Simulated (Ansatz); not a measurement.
**Gd (R-3m): the volume from the results**

```xyz
3
Lattice="1.8249 1.0536 8.9024 -1.8249 1.0536 8.9024 0.0000 -2.1072 8.9024" Properties=species:S:1:pos:R:3 pbc="T T T"
Gd    0.0000    0.0000    0.0000
Gd    0.0000    0.0000    5.9533
Gd    0.0000    0.0000   20.7538
```

The reference geometry is a structure from the Materials Project; nothing is relaxed.

Settings: PBE, 11×11×11 k mesh, Fermi–Dirac smearing of 0.1 eV. PAW means Ansatz 0.2.0 on its default frozen-core files. Site moments are integrated in spheres about the atoms. Start moments (μB): Gd1 7, Gd2 7, Gd3 7.

The cell is scaled evenly, and every run starts from the same moments. Some of the runs:

```
V/V₀  cell moment (μB)  largest site moment (μB)  F − F(V₀) (meV/atom)  pressure (GPa)
 0.9             22.13                      7.20                    24             3.0
 1.1             22.88                      7.36                    34            -2.6
1.18             22.98                      7.38                    91            -3.9
```

Task: Another run of the series gave cell moment (μB) = 21.56, largest site moment (μB) = 7.06, F − F(V₀) (meV/atom) = 343, pressure (GPa) = 15.4. At which V/V₀ was it made?
A. 0.85
B. 0.8
C. 1.05
D. 0.95
E. 0.72

Result: E. V/V₀ = 0.72.

Task: Another run of the series gave cell moment (μB) = 22.35, largest site moment (μB) = 7.24, F − F(V₀) (meV/atom) = 3, pressure (GPa) = 1.1. At which V/V₀ was it made?
A. 1.05
B. 0.8
C. 0.85
D. 0.95
E. 0.72

Result: D. V/V₀ = 0.95.

The whole series:

```csv
V/V₀,cell moment (μB),largest site moment (μB),F − F(V₀) (meV/atom),pressure (GPa)
0.72,21.56,7.06,343,15.4
0.8,21.78,7.12,142,8.5
0.85,21.94,7.16,68,5.4
0.9,22.13,7.20,24,3.0
0.95,22.35,7.24,3,1.1
1,22.57,7.28,0,-0.4
1.05,22.76,7.33,11,-1.6
1.1,22.88,7.36,34,-2.6
1.18,22.98,7.38,91,-3.9
```

Without U a semilocal functional puts the f levels too near the Fermi level, which can change moments and the order of magnetic states; site and cell moments are spin moments. Under strong compression frozen cores are worth checking against an all-electron run. Spin–orbit coupling is left out although heavy atoms are present. With open f shells a run can end in a state that isn't the lowest. These are results for the start and cell typed. The real compound can order otherwise, in a larger cell, or not at all, since semilocal functionals at zero temperature often overstate magnetism.
